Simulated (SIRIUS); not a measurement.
Bi under changes of volume

One of the cells (35.771 Å³/atom); the others are scaled copies at fixed shape and fractional positions:

```
CELL_PARAMETERS angstrom
2.28252 1.31781 3.96408
-2.28252 1.31781 3.96408
0.00000 -2.63562 3.96408
ATOMIC_POSITIONS crystal
Bi 0.76600 0.76600 0.76600
Bi 0.23400 0.23400 0.23400
```

| Item | Value |
| --- | --- |
| Program | SIRIUS 7.12.0 |
| Functional | PBEsol |
| Potentials or basis | all-electron FP-LAPW |
| Cutoff | 157 eV |
| Basis | apw+lo standard |
| k mesh | 7 × 7 × 7 |
| Occupations | fermi-dirac, width 0.05 eV |
| Spin | no spin polarisation |

```tsv
volume (Å³/atom)	energy over the lowest point (meV/atom)	gap on the mesh (eV)
32.965	?	?
33.667	5.43	0.28
34.368	0.00	0.27
35.771	2.78	0.25
36.472	10.18	0.24
37.174	20.59	0.24
```

**Question.** What does the run at 32.965 Å³/atom give?

**Answer.** Energy over the lowest point 16.36 meV/atom; gap on the mesh 0.29 eV.

Worked out: A Birch-Murnaghan fit of order 3 (a polynomial in V^(-2/3)) to the other rows has its minimum at 34.82 Å³/atom with B0 = V·E''(V) = 50 GPa and B' = 5.5 at fixed shape and positions, which overstates the stiffness. It gives 16.41 meV/atom at 32.965 Å³/atom, against the run's 16.36. A straight line through the other rows of the gap, of slope -0.435 eV per unit of ln V, extrapolates to 0.29 eV, against the run's 0.29.

Energies are extrapolated to zero smearing.

Caveats: spin-orbit coupling is left out, which as a rule narrows the gap of such compounds by several tenths of an eV; an odd mesh through Γ misses points on the zone boundary, where band edges often lie.
